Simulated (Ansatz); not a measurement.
Li2O: equation of state with LDA

Crystal: Li2O.

```
O Li
1.0
     0.00000    2.32685    2.32685
     2.32685    0.00000    2.32685
     2.32685    2.32685    0.00000
O Li
1 2
Cartesian
  0.0000 0.0000 0.0000
  1.1634 1.1634 1.1634
  3.4903 3.4903 3.4903
```

The cell comes from a database or a generator and needn't be the stable form of this composition.

```json
{
  "Program": "Ansatz 0.2.0",
  "Task": "equation of state",
  "Functional": "LDA",
  "Potentials or basis": "all-electron LAPW, scalar-relativistic",
  "Basis error allowed": "0.002 eV/atom",
  "k mesh": "10 × 10 × 10",
  "Occupations": "fermi-dirac, width 0.05 eV",
  "Spin": "no spin polarisation"
}
```

```yaml
Equilibrium_volume: "7.57 Å³/atom (rough: see the caveat)"
Bulk_modulus: 94 GPa (rough)
```

Energy against volume, from the lowest point:
```csv
volume (Å³/atom),energy (meV/atom)
7.895,0.00
8.063,4.65
8.231,10.90
8.399,18.57
8.567,27.53
8.735,37.63
8.903,48.76
```

All runs of the series together: 9 s on 2 threads of Intel(R) Xeon(R) 6975P-C (Granite Rapids), with other jobs on the host.

Caveat: the minimum lies outside the volumes run.
